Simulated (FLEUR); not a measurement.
# TePb (Fm-3m) in FLEUR: a series of runs, part 2 of 2

FLEUR MaX-R8.1 (later development tree). Earlier steps stand in the parts before.

**5. Equation of state, LDA, 33.73 Å³/atom**

Changes to inp.xml since step 4:

```diff
@@ -24,3 +24,3 @@
       <xi:include xmlns:xi="http://www.w3.org/2001/XInclude" href="sym.xml"> </xi:include>
-      <bulkLattice scale="0.9864848297">
+      <bulkLattice scale="1.0000000000">
          <bravaisMatrix>
```

Started as:

```console
$ inpgen -f crystal.txt -profile fastHighL
$ # inp.xml edited to the form shown
$ fleur_MPI
```

Wall time 40 s (1 thread of Arm Neoverse V1, shared host); peak memory 0.09 GiB.

It converged, with:

| Property | Result |
| --- | --- |
| Free energy | -753981.8864 eV |
| Valence electrons inside the program's atomic spheres | Pb 17.95; Te 20.14 (radii Pb 2.66, Te 2.66 bohr) |

Caveat: this odd mesh misses L, where the gap lies, so gap, dielectric constants and Born charges aren't listed.

**6. Equation of state, LDA, 35.08 Å³/atom (volume scaled by 1.04)**

Changes to inp.xml since step 5:

```diff
@@ -24,3 +24,3 @@
       <xi:include xmlns:xi="http://www.w3.org/2001/XInclude" href="sym.xml"> </xi:include>
-      <bulkLattice scale="1.0000000000">
+      <bulkLattice scale="1.0131594038">
          <bravaisMatrix>
```

Potentials or basis: all-electron, FLAPW.

Started as:

```console
$ inpgen -f crystal.txt -profile fastHighL
$ # inp.xml edited to the form shown
$ fleur_MPI
```

Run time: 46 s. Hardware: 1 thread of Arm Neoverse V1, shared host; peak memory 0.09 GiB.

Results (log left out):

```
Free energy                                           : -753981.8445 eV
Valence electrons inside the program's atomic spheres : Pb 17.92; Te 20.12 (radii Pb 2.66, Te 2.66 bohr)
```

Caveat: this odd mesh misses L, where the gap lies, so gap, dielectric constants and Born charges aren't listed.

**7. Equation of state, LDA, 35.75 Å³/atom (volume scaled by 1.06)**

Changes to inp.xml since step 6:

```diff
@@ -24,3 +24,3 @@
       <xi:include xmlns:xi="http://www.w3.org/2001/XInclude" href="sym.xml"> </xi:include>
-      <bulkLattice scale="1.0131594038">
+      <bulkLattice scale="1.0196128224">
          <bravaisMatrix>
```

Started as:

```console
$ inpgen -f crystal.txt -profile fastHighL
$ # inp.xml edited to the form shown
$ fleur_MPI
```

It took 47 s on 1 thread of Arm Neoverse V1, shared host; peak memory 0.09 GiB.

It converged, with:

```
Free energy                                           : -753981.8150 eV
Valence electrons inside the program's atomic spheres : Pb 17.91; Te 20.11 (radii Pb 2.66, Te 2.66 bohr)
```

Caveat: this odd mesh misses L, where the gap lies, so gap, dielectric constants and Born charges aren't listed.

**8. Equation of state, LDA**

Potentials or basis: all-electron, FLAPW.

No new run: the results of the series are fitted here.

Results:

```
Equilibrium volume                      : 32.45 Å³/atom
Bulk modulus                            : 49 GPa
Pressure derivative of the bulk modulus : 4.6 (rough: it moves with the points fitted)
```

Energy against volume, from the lowest point:
```csv
volume (Å³/atom),energy (meV/atom)
31.706,2.67
32.380,0.00
33.730,7.17
35.079,28.13
35.753,42.86
```

Caveat: this odd mesh misses L, where the gap lies, so gap, dielectric constants and Born charges aren't listed. Spin-orbit coupling is left out, which matters for the levels of Pb, Te.

**9. How close it comes**

Step 2. A measured gap of TePb is 0.19 eV (direct; 4.2 K; a printed reference work, monograph); the calculated 0.65 eV misses it by +0.46 eV. Spin-orbit coupling on Pb, Te is left out. The value is that of LDA, without temperature or zero-point motion.
